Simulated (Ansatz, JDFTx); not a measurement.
Given: the input of a run of JDFTx 1.7.0 (patched build) on Zr (Zirconium). 

File Zr.in:

```
lattice \
    6.1075948348    -3.0537974174     0.0000000000 \
    0.0000000000     5.2893322829     0.0000000000 \
    0.0000000000     0.0000000000     9.7264203634
coords-type Cartesian
ion Zr     3.0537974177     1.7631107608     7.2948152726 1
ion Zr    -0.0000000003     3.5262215221     2.4316050909 1

ion-species pseudo/Zr.upf
elec-cutoff 33 264
elec-ex-corr gga-PBEsol
kpoint-folding 9 9 5
elec-smearing Fermi 0.0018374661
elec-n-bands 18
electronic-SCF nIterations 100 energyDiffThreshold 1e-09
electronic-minimize nIterations 30 energyDiffThreshold 1e-7
converge-empty-states yes
forces-output-coords Cartesian

dump-name run.$VAR
dump End Ecomponents EigStats BandEigs Kpoints Forces Stress ElecDensity
```

Potentials or basis: PseudoDojo-SR-PBEsol-0.4.1-standard with smoothed tails.

Run with:

```sh
$ jdftx -c 1 -i Zr.in -o Zr.out
```

Translate it to Ansatz 0.2.0. Potentials or basis there: all-electron LAPW, scalar-relativistic.

As run (cutoffs and basis follow the program's own potentials, and thresholds, step limits or extra output files can differ):

The input input.yaml:

```yaml
crystal:
  lattice:
    - [3.232, 0.0, 0.0]
    - [-1.616, 2.798994105, 0.0]
    - [0.0, 0.0, 5.147]
  atoms:
    - { symbol: Zr, position: [0.6666666667, 0.3333333333, 0.75] }
    - { symbol: Zr, position: [0.3333333333, 0.6666666667, 0.25] }
kpoints:
  mp_grid: { grid: [9, 9, 5] }
scf:
  occupations: { method: fermi_dirac, width: 0.05 }
hamiltonian:
  xc: pbesol
  pseudopotentials: { kind: all_electron, lapw: { basis_error: 0.001 } }
output:
  forces: true
  stress: true
  eigenvalues: true
```

Potentials or basis: all-electron LAPW, scalar-relativistic.

Command:

```bash
$ ansatz run input.yaml --threads 1 --pin off --max-ram 3072MiB --backend cpu --events-out ev --progress --plain --runs-dir out
```

Both were run:

|  | JDFTx | Ansatz |
| --- | --- | --- |
| Pressure | -3.2 GPa | -3.3 GPa |

Where Ansatz's input types no cutoff or centring, it takes its own default and a Γ-centred mesh.

Pressure is positive in compression.
